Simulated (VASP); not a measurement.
# Si (a cell with a defect) in VASP: relaxation of the atoms with PBE

Aim: the relaxation of the atoms of Si (a cell with a defect) with PBE.

All numbers are computed with VASP 6.6.1; they aren't measurements. Logs are shortened: lines on timing, memory, paths and dates and some standing lists are left out, and cuts for length are marked.

### Step 1. The crystal as given

The cell holds a defect, 65 atoms: a = 10.938 Å, b = 10.938 Å, c = 10.938 Å, α = 90.00°, β = 90.00°, γ = 90.00°.

The cell was built by a generator and needn't be a form met in nature.

### Step 2. Relaxation of the atoms, PBE

Input file INCAR:

```
PREC     = Accurate       # precision mode
ENCUT    = 300            # plane-wave cutoff, eV
EDIFF    = 1E-6           # SCF threshold, eV
ISMEAR   = -1             # smearing method
SIGMA    = 0.05           # smearing width, eV
LREAL    = False          # projectors in reciprocal space
LASPH    = True           # aspherical terms in the spheres
NELM     = 80             # most SCF steps
ALGO     = Normal         # electronic algorithm
ISIF     = 2              # what is computed and relaxed
LWAVE    = False          # write WAVECAR
LCHARG   = False          # write CHGCAR
GGA      = PE             # functional
IBRION   = 2              # ionic algorithm
NSW      = 60             # ionic steps
EDIFFG   = -0.01          # ionic threshold
```

Input file KPOINTS:

```
regular mesh
0
Gamma
  2 2 2
```

Input file POSCAR:

```
Si
1.0
   10.9380000000      0.0000000000      0.0000000000
    0.0000000000     10.9380000000      0.0000000000
    0.0000000000      0.0000000000     10.9380000000
Si
65
Direct
    0.5000000000      0.0000000000      0.0000000000
    0.7500000000      0.2500000000      0.0000000000
    0.7500000000      0.0000000000      0.2500000000
    0.0000000000      0.0000000000      0.0000000000
    0.2500000000      0.2500000000      0.0000000000
    0.5000000000      0.5000000000      0.0000000000
    0.7500000000      0.7500000000      0.0000000000
    0.2500000000      0.0000000000      0.2500000000
    0.5000000000      0.2500000000      0.2500000000
    0.7500000000      0.5000000000      0.2500000000
    0.5000000000      0.0000000000      0.5000000000
    0.7500000000      0.2500000000      0.5000000000
    0.7500000000      0.0000000000      0.7500000000
    0.0000000000      0.5000000000      0.0000000000
    0.2500000000      0.7500000000      0.0000000000
    0.0000000000      0.2500000000      0.2500000000
    0.2500000000      0.5000000000      0.2500000000
    0.5000000000      0.7500000000      0.2500000000
    0.0000000000      0.0000000000      0.5000000000
    0.2500000000      0.2500000000      0.5000000000
    0.5000000000      0.5000000000      0.5000000000
    0.7500000000      0.7500000000      0.5000000000
    0.2500000000      0.0000000000      0.7500000000
    0.5000000000      0.2500000000      0.7500000000
    0.7500000000      0.5000000000      0.7500000000
    0.0000000000      0.7500000000      0.2500000000
    0.0000000000      0.5000000000      0.5000000000
    0.2500000000      0.7500000000      0.5000000000
    0.0000000000      0.2500000000      0.7500000000
    0.2500000000      0.5000000000      0.7500000000
    0.5000000000      0.7500000000      0.7500000000
    0.0000000000      0.7500000000      0.7500000000
    0.6250000000      0.1250000000      0.1250000000
    0.8750000000      0.3750000000      0.1250000000
    0.8750000000      0.1250000000      0.3750000000
    0.1250000000      0.1250000000      0.1250000000
    0.3750000000      0.3750000000      0.1250000000
    0.6250000000      0.6250000000      0.1250000000
    0.8750000000      0.8750000000      0.1250000000
    0.3750000000      0.1250000000      0.3750000000
    0.6250000000      0.3750000000      0.3750000000
    0.8750000000      0.6250000000      0.3750000000
    0.6250000000      0.1250000000      0.6250000000
    0.8750000000      0.3750000000      0.6250000000
    0.8750000000      0.1250000000      0.8750000000
    0.1250000000      0.6250000000      0.1250000000
    0.3750000000      0.8750000000      0.1250000000
    0.1250000000      0.3750000000      0.3750000000
    0.3750000000      0.6250000000      0.3750000000
    0.6250000000      0.8750000000      0.3750000000
    0.1250000000      0.1250000000      0.6250000000
    0.3750000000      0.3750000000      0.6250000000
    0.6250000000      0.6250000000      0.6250000000
    0.8750000000      0.8750000000      0.6250000000
    0.3750000000      0.1250000000      0.8750000000
    0.6250000000      0.3750000000      0.8750000000
    0.8750000000      0.6250000000      0.8750000000
    0.1250000000      0.8750000000      0.3750000000
    0.1250000000      0.6250000000      0.6250000000
    0.3750000000      0.8750000000      0.6250000000
    0.1250000000      0.3750000000      0.8750000000
    0.3750000000      0.6250000000      0.8750000000
    0.6250000000      0.8750000000      0.8750000000
    0.1250000000      0.8750000000      0.8750000000
    0.3125000000      0.3125000000      0.3125000000
```

Potentials or basis: VASP PAW PBE potentials, release 64 (Si).

Command:

```console
cat potpaw_PBE.64/Si/POTCAR > POTCAR
mpirun -np 1 vasp_std > vasp.out
```

OUTCAR:

```text
PREC = Accurate
   ENCUT = 300
   EDIFF = 1E-6
   ISMEAR = -1
   LREAL = False
   LASPH = True
   NELM = 80
   ISIF = 2
   GGA = PE
   IBRION = 2
   NSW = 60
   EDIFFG = -0.01

 ion  position               nearest neighbor table
   1  0.500  0.000  0.000-  33 2.37  47 2.37  55 2.37  63 2.37
   2  0.750  0.250  0.000-  33 2.37  34 2.37  45 2.37  56 2.37
   3  0.750  0.000  0.250-  33 2.37  35 2.37  39 2.37  50 2.37
   4  0.000  0.000  0.000-  36 2.37  39 2.37  45 2.37  64 2.37
   5  0.250  0.250  0.000-  36 2.37  37 2.37  55 2.37  61 2.37
   6  0.500  0.500  0.000-  37 2.37  38 2.37  56 2.37  62 2.37
   7  0.750  0.750  0.000-  38 2.37  39 2.37  57 2.37  63 2.37
   8  0.250  0.000  0.250-  36 2.37  40 2.37  47 2.37  58 2.37
   9  0.500  0.250  0.250-  65 2.27  37 2.37  40 2.37  41 2.37  33 2.37
  10  0.750  0.500  0.250-  34 2.37  38 2.37  41 2.37  42 2.37
  11  0.500  0.000  0.500-  40 2.37  43 2.37  50 2.37  60 2.37
  12  0.750  0.250  0.500-  35 2.37  41 2.37  43 2.37  44 2.37
  13  0.750  0.000  0.750-  43 2.37  45 2.37  54 2.37  63 2.37
  14  0.000  0.500  0.000-  34 2.37  46 2.37  57 2.37  61 2.37
  15  0.250  0.750  0.000-  46 2.37  47 2.37  62 2.37  64 2.37
  16  0.000  0.250  0.250-  34 2.37  35 2.37  36 2.37  48 2.37
  17  0.250  0.500  0.250-  65 2.27  46 2.37  48 2.37  49 2.37  37 2.37
[... 32 lines left out ...]
  50  0.625  0.875  0.375-   3 2.37  11 2.37  18 2.37  22 2.37
  51  0.125  0.125  0.625-  19 2.37  20 2.37  23 2.37  29 2.37
  52  0.375  0.375  0.625-  20 2.37  21 2.37  24 2.37  30 2.37
  53  0.625  0.625  0.625-  21 2.37  22 2.37  25 2.37  31 2.37
  54  0.875  0.875  0.625-  13 2.37  19 2.37  22 2.37  32 2.37
[... 8 lines left out ...]
  63  0.625  0.875  0.875-   1 2.37   7 2.37  13 2.37  31 2.37
  64  0.125  0.875  0.875-   4 2.37  15 2.37  23 2.37  32 2.37
  65  0.312  0.312  0.312-   9 2.27  17 2.27  20 2.27  37 2.27  40 2.27  48 2.27

  LATTYP: Found a simple cubic cell.
 ALAT       =    10.9380000000

  Lattice vectors:

 A1 = (  10.9380000000,   0.0000000000,   0.0000000000)
 A2 = (   0.0000000000,  10.9380000000,   0.0000000000)
 A3 = (   0.0000000000,   0.0000000000,  10.9380000000)

Analysis of symmetry for initial positions (statically):
=====================================================================
 Subroutine PRICEL returns:
 Original cell was already a primitive cell.

 Routine SETGRP: Setting up the symmetry group for a
 simple cubic supercell.

 Subroutine GETGRP returns: Found 12 space group operations
 (whereof  6 operations were pure point group operations)
 out of a pool of 48 trial point group operations.

The static configuration has the point symmetry C_3v.
 The point group associated with its full space group is D_3d.

Analysis of symmetry for dynamics (positions and initial velocities):
=====================================================================
 Subroutine PRICEL returns:
 Original cell was already a primitive cell.

 Routine SETGRP: Setting up the symmetry group for a
 simple cubic supercell.

 Subroutine GETGRP returns: Found 12 space group operations
 (whereof  6 operations were pure point group operations)
 out of a pool of 48 trial point group operations.

The dynamic configuration has the point symmetry C_3v.
 The point group associated with its full space group is D_3d.

 Subroutine INISYM returns: Found 12 space group operations
 (whereof  6 operations are pure point group operations),
 and found     1 'primitive' translations

----------------------------------------------------------------------------------------

                                     Primitive cell

  volume of cell :    1308.6206

  direct lattice vectors                    reciprocal lattice vectors
    10.938000000  0.000000000  0.000000000     0.091424392  0.000000000  0.000000000
[... 178 lines left out ...]
   ions per type =              65
   NGX,Y,Z   is equivalent  to a cutoff of   9.73,  9.73,  9.73 a.u.
   NGXF,Y,Z  is equivalent  to a cutoff of  19.45, 19.45, 19.45 a.u.
 SYSTEM =  unknown system
   PREC   = accura    normal or accurate (medium, high low for compatibility)
   ISTART =      0    job   : 0-new  1-cont  2-samecut
   ICHARG =      2    charge: 1-file 2-atom 10-const
   ISPIN  =      1    spin polarized calculation?
   LNONCOLLINEAR =      F non collinear calculations
   LSORBIT =      F    spin-orbit coupling
   LASPH  =      T    aspherical Exc in radial PAW
   ENCUT  =  300.0 eV  22.05 Ry    4.70 a.u.  15.45 15.45 15.45*2*pi/ulx,y,z
   NELM   =     80;   NELMIN=  2; NELMDL= -5     # of ELM steps
   EDIFF  = 0.1E-05   stopping-criterion for ELM
   LREAL  =      F    real-space projection
   EDIFFG = -.1E-01   stopping-criterion for IOM
   NSW    =     60    number of steps for IOM
   IBRION =      2    ionic relax: 0-MD 1-quasi-New 2-CG
   NFREE  =      1    steps in history (QN), initial steepest desc. (CG)
   ISIF   =      2    stress and relaxation
   ISYM   =      2    0-nonsym 1-usesym 2-fastsym
   POTIM  = 0.5000    time-step for ionic-motion
   TEBEG  =    0.0;   TEEND  =   0.0 temperature during run
   PSTRESS=    0.0 pullay stress
   NELECT =     260.0000    total number of electrons
   NUPDOWN=      -1.0000    fix difference up-down
   EMIN   =  10.00;   EMAX   =-10.00  energy-range for DOS
   EFERMI =   0.00;   METHOD = LEGACY
   ISMEAR =    -1;   SIGMA  =   0.05  broadening in eV -4-tet -1-fermi 0-gaus
   EFERMI_NEDOS =   21; number of points for ismear=-14 and -15
   IALGO  =     38    algorithm
   IMIX   =      4    mixing-type and parameters
     AMIX     =   0.40;   BMIX     =  1.00
     AMIX_MAG =   1.60;   BMIX_MAG =  1.00
  volume/ion in A,a.u.               =      20.13       135.86
  Fermi-wavevector in a.u.,A,eV,Ry     =   0.955274  1.805206 12.415979  0.912549
  Thomas-Fermi vector in A             =   2.084097
   LORBIT       =      0    0 simple, 1 ext, 2 COOP (PROOUT), +10 PAW based schemes
   GGA     = PE    functional components
   LHFCALC =     F    Hartree Fock is set to
   AEXX    =    0.0000 exact exchange contribution
   IVDW    =     0    specifies the selected vdW correction
   LEPSILON=     F    determine dielectric tensor
   LRPA    =     F    only Hartree local field effects (RPA)
 conjugate gradient relaxation of ions
 non-spin polarized calculation
  energy-cutoff  :      300.00
  volume of cell :     1308.62
 maximum number of plane-waves:     15515
 NGX is ok and might be reduce to    64
   NGX = 31   NGY = 31   NGZ = 31

--------------------------------------- Ionic step        1  -------------------------------------------

 number of electron     260.0000032 magnetization

 Free energy of the ion-electron system (eV)
  ---------------------------------------------------
  ext. energy  EPLUGINS =         0.00000000
  ---------------------------------------------------
  free energy    TOTEN  =      -347.88115424 eV

  energy without entropy =     -347.87831895  energy(sigma->0) =     -347.87973659

------------------------ aborting loop because EDIFF is reached ----------------------------------------

  FORCE on cell =-STRESS in cart. coord.  units (eV):
  Direction    XX          YY          ZZ          XY          YZ          ZX
  --------------------------------------------------------------------------------------
  -------------------------------------------------------------------------------------
  Total        8.9875234      8.9875234      8.9875234     -3.3928152     -3.3928152     -3.3928152
  in kB       11.0036523     11.0036523     11.0036523     -4.1539095     -4.1539095     -4.1539095
  external PRESSURE =      11.0036523 kB  Pullay stress =       0.0000000 kB
[... 278 lines left out ...]
  FREE ENERGIE OF THE ION-ELECTRON SYSTEM (eV)
  ---------------------------------------------------
  free  energy   TOTEN  =      -348.5314433246 eV

  energy  without entropy=     -348.5266041600  energy(sigma->0) =     -348.52902374

[... ionic steps 4 to 15 ...]

--------------------------------------- Ionic step       16  -------------------------------------------

 number of electron     260.0000009 magnetization

------------------------ aborting loop because EDIFF is reached ----------------------------------------
[... 193 lines left out ...]
--------------------------------------- Ionic step       18  -------------------------------------------

 number of electron     260.0000009 magnetization

 Free energy of the ion-electron system (eV)
  ---------------------------------------------------
  ext. energy  EPLUGINS =         0.00000000
  ---------------------------------------------------
  free energy    TOTEN  =      -348.69683074 eV

  energy without entropy =     -348.69186069  energy(sigma->0) =     -348.69434571

 E-fermi :   6.1818     XC(G=0):  -9.3973

 val. band max:        5.9146767225   @ k =   0.5000   0.5000   0.0000
 cond. band min:       6.4134602234   @ k =   0.0000   0.0000   0.0000
 fundamental gap:      0.4987835008
 Fermi energy:         6.1817896615

 k-point     1 :       0.0000    0.0000    0.0000
  band No.  band energies     occupation
      1      -6.4037      2.00000
      2      -5.6914      2.00000
      3      -5.0913      2.00000
      4      -5.0913      2.00000
      5      -5.0533      2.00000
      6      -5.0533      2.00000
[... 569 lines left out ...]
    141       7.2391      0.00000
    142       7.2456      0.00000
 [bands above 142 left out]

------------------------ aborting loop because EDIFF is reached ----------------------------------------

  FORCE on cell =-STRESS in cart. coord.  units (eV):
  Direction    XX          YY          ZZ          XY          YZ          ZX
  --------------------------------------------------------------------------------------
  -------------------------------------------------------------------------------------
  Total        5.9540718      5.9540718      5.9540718     -0.3649524     -0.3649524     -0.3649524
  in kB        7.2897208      7.2897208      7.2897208     -0.4468205     -0.4468205     -0.4468205
  external PRESSURE =       7.2897208 kB  Pullay stress =       0.0000000 kB
[... 80 lines left out ...]
  FREE ENERGIE OF THE ION-ELECTRON SYSTEM (eV)
  ---------------------------------------------------
  free  energy   TOTEN  =      -348.6968307383 eV

  energy  without entropy=     -348.6918606890  energy(sigma->0) =     -348.69434571

 reached required accuracy - stopping structural energy minimisation
```

Wall time 85 min (1 thread of Intel Xeon Platinum 8488C (Sapphire Rapids), shared host); peak memory 0.73 GiB.

What came out:

- Free energy: -348.6968 eV
- Energy gained by relaxing: 12.5 meV/atom
- Ionic steps: 18
- Pressure after relaxing: 0.7 GPa
- Largest force after relaxing: 0.006 eV/Å
- Band gap on the k mesh: 0.50 eV, indirect (least direct gap 0.69 eV)

Forces on the atoms (eV/Å):
```
Si  -0.002 -0.003 -0.003
Si   0.000 -0.002  0.001
Si   0.000  0.001 -0.002
Si  -0.003 -0.003 -0.003
Si  -0.002 -0.002  0.003
Si   0.001  0.001  0.001
Si   0.002  0.002 -0.002
Si  -0.002  0.003 -0.002
Si  -0.001 -0.002 -0.002
Si   0.001  0.000  0.000
Si   0.001  0.001  0.001
Si   0.001  0.000  0.000
Si   0.002 -0.002  0.002
Si  -0.003 -0.002 -0.003
Si  -0.002  0.000  0.001
Si   0.003 -0.002 -0.002
Si  -0.002 -0.001 -0.002
Si   0.000  0.001  0.000
Si  -0.003 -0.003 -0.002
Si  -0.002 -0.002 -0.001
Si   0.002  0.002  0.002
Si   0.001  0.001 -0.001
Si  -0.002  0.001  0.000
Si   0.000  0.000  0.001
Si   0.001 -0.001  0.001
Si   0.001  0.000 -0.002
Si   0.001  0.001  0.001
Si   0.000  0.001  0.000
Si   0.001 -0.002  0.000
Si   0.000  0.000  0.001
Si  -0.001  0.001  0.001
Si  -0.002  0.002  0.002
Si  -0.001 -0.001 -0.001
Si  -0.001  0.000  0.000
Si  -0.001  0.000  0.000
Si  -0.002 -0.002 -0.002
Si   0.002  0.002  0.001
Si   0.003  0.003  0.002
Si  -0.001 -0.001  0.001
Si   0.002  0.001  0.002
Si  -0.003  0.002  0.002
Si   0.000 -0.001  0.002
Si   0.003  0.002  0.003
Si   0.000  0.002 -0.001
Si  -0.001  0.001 -0.001
Si  -0.001 -0.001 -0.001
Si   0.000 -0.001  0.000
Si   0.001  0.002  0.002
Si   0.002 -0.003  0.002
Si  -0.001  0.000  0.002
Si  -0.001 -0.001 -0.001
Si   0.002  0.002 -0.003
Si   0.003  0.003  0.003
Si  -0.002 -0.002  0.002
Si   0.000  0.000 -0.001
Si  -0.001  0.002  0.000
Si  -0.002  0.002 -0.002
Si   0.000 -0.001  0.000
Si   0.002  0.003  0.003
Si   0.002  0.000 -0.001
Si   0.000  0.000 -0.001
Si   0.002 -0.001  0.000
Si   0.002 -0.002 -0.002
Si   0.001 -0.001 -0.001
Si   0.000  0.000  0.000
```

Step by step:
| step | energy change (eV) | largest force (eV/Å) | pressure (GPa) |
| --- | --- | --- | --- |
| 1 | 0.0000 | 1.9588 | 1.10 |
| 2 | -0.6369 | 0.5218 | 0.84 |
| 3 | -0.6503 | 0.5605 | 0.82 |
| 4 | -0.7613 | 0.2017 | 0.79 |
| 5 | -0.7812 | 0.1261 | 0.77 |
| 6 | -0.7979 | 0.0583 | 0.76 |
| 7 | -0.7998 | 0.0765 | 0.76 |
| 8 | -0.8044 | 0.0746 | 0.75 |
| 9 | -0.8056 | 0.0937 | 0.75 |
| 10 | -0.8093 | 0.0724 | 0.75 |
| 11 | -0.8105 | 0.0566 | 0.74 |
| 12 | -0.8134 | 0.0324 | 0.74 |
| 13 | -0.8137 | 0.0296 | 0.74 |
| 14 | -0.8151 | 0.0208 | 0.73 |
| 15 | -0.8151 | 0.0207 | 0.73 |
| 16 | -0.8156 | 0.0110 | 0.73 |
| 17 | -0.8156 | 0.0119 | 0.73 |
| 18 | -0.8157 | 0.0058 | 0.73 |

Final structure:
```
Si
1.0
    10.93800    0.00000    0.00000
     0.00000   10.93800    0.00000
     0.00000    0.00000   10.93800
Si
65
Direct
  0.49866 0.99789 0.99789
  0.75069 0.25005 0.99863
  0.75069 0.99863 0.25005
  0.00298 0.00298 0.00298
  0.24980 0.24980 0.99635
  0.50516 0.50516 0.99658
  0.75104 0.75104 0.99999
  0.24980 0.99635 0.24980
  0.51137 0.24802 0.24802
  0.75136 0.50069 0.25011
  0.50516 0.99658 0.50516
  0.75136 0.25011 0.50069
  0.75104 0.99999 0.75104
  0.99789 0.49866 0.99789
  0.25005 0.75069 0.99863
  0.99635 0.24980 0.24980
  0.24802 0.51137 0.24802
  0.50069 0.75136 0.25011
  0.99789 0.99789 0.49866
  0.24802 0.24802 0.51137
  0.49603 0.49603 0.49603
  0.74879 0.74879 0.50057
  0.25005 0.99863 0.75069
  0.50069 0.25011 0.75136
  0.74879 0.50057 0.74879
  0.99863 0.75069 0.25005
  0.99658 0.50516 0.50516
  0.25011 0.75136 0.50069
  0.99863 0.25005 0.75069
  0.25011 0.50069 0.75136
  0.50057 0.74879 0.74879
  0.99999 0.75104 0.75104
  0.62842 0.11984 0.11984
  0.87364 0.37489 0.12431
  0.87364 0.12431 0.37489
  0.12897 0.12897 0.12897
  0.37698 0.37698 0.11363
  0.62711 0.62711 0.12634
  0.87621 0.87621 0.12443
  0.37698 0.11363 0.37698
  0.62865 0.37520 0.37520
  0.87431 0.62637 0.37495
  0.62711 0.12634 0.62711
  0.87431 0.37495 0.62637
  0.87621 0.12443 0.87621
  0.11984 0.62842 0.11984
  0.37489 0.87364 0.12431
  0.11363 0.37698 0.37698
  0.37520 0.62865 0.37520
  0.62637 0.87431 0.37495
  0.11984 0.11984 0.62842
  0.37520 0.37520 0.62865
  0.62202 0.62202 0.62202
  0.87396 0.87396 0.62501
  0.37489 0.12431 0.87364
  0.62637 0.37495 0.87431
  0.87396 0.62501 0.87396
  0.12431 0.87364 0.37489
  0.12634 0.62711 0.62711
  0.37495 0.87431 0.62637
  0.12431 0.37489 0.87364
  0.37495 0.62637 0.87431
  0.62501 0.87396 0.87396
  0.12443 0.87621 0.87621
  0.31250 0.31250 0.31250
```

Levels at points of the mesh, in eV from the valence-band top:
| k point | band 126 | band 127 | band 128 | band 129 | band 130 | band 131 | band 132 | band 133 | band 134 | band 135 |
| --- | --- | --- | --- | --- | --- | --- | --- | --- | --- | --- |
| (0.00, 0.00, 0.00) | -0.61 | -0.44 | -0.23 | -0.23 | -0.19 | 0.50 | 0.50 | 0.54 | 0.54 | 0.74 |
| (0.50, 0.00, 0.00) | -1.02 | -1.00 | -0.99 | -0.15 | -0.10 | 0.62 | 0.71 | 1.26 | 1.35 | 1.47 |
| (0.50, 0.50, 0.00) | -0.53 | -0.51 | -0.50 | 0.00 | 0.00 | 0.96 | 0.98 | 1.15 | 1.23 | 1.40 |
| (0.50, 0.50, 0.50) | -0.91 | -0.91 | -0.91 | -0.34 | -0.29 | 1.00 | 1.00 | 1.02 | 1.02 | 1.26 |

Caveat: the cutoff is under 1.25 times the usual one of these potentials, so pressure, stress and relaxed cells hold a basis-set (Pulay) error.
